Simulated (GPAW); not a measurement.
BaTiO3:

```
Ba Ti O
1.0
     2.82737    1.63238    2.31839
    -2.82737    1.63238    2.31839
     0.00000   -3.26476    2.31839
Ba Ti O
1 1 3
Direct
  0.00000 0.00000 0.00000
  0.48450 0.48450 0.48450
  0.50860 0.01750 0.50860
  0.01750 0.50860 0.50860
  0.50860 0.50860 0.01750
```

Base run:

```yaml
Program: GPAW 26.7.0
Functional: PBEsol
Potentials_or_basis: PAW data sets generated in the run's folder for this functional
Cutoff: 800 eV
Basis: pw
k_mesh: 5 × 5 × 5
Occupations: fermi-dirac, width 0.05 eV
Spin: no spin polarisation
Hubbard_terms: Ti d U = 2 eV
```

Its results: band gap on the k mesh 2.72 eV, indirect (least direct gap 2.99 eV); pressure 1.3 GPa; largest force 0.621 eV/Å.

**Question.** The run is repeated on the same cell with these changes: hubbard terms from Ti d U = 2 eV to Ti d U = 3 eV. What comes out?

**Answer.** Band gap on the k mesh 2.84 eV, indirect (least direct gap 3.12 eV); pressure 1.9 GPa; largest force 0.841 eV/Å.

Caveats: spin-orbit coupling is left out, which moves the levels of the heavy elements; the mesh misses the band edges, which the band path finds closer together.

Not every run made on this cell is shown here.
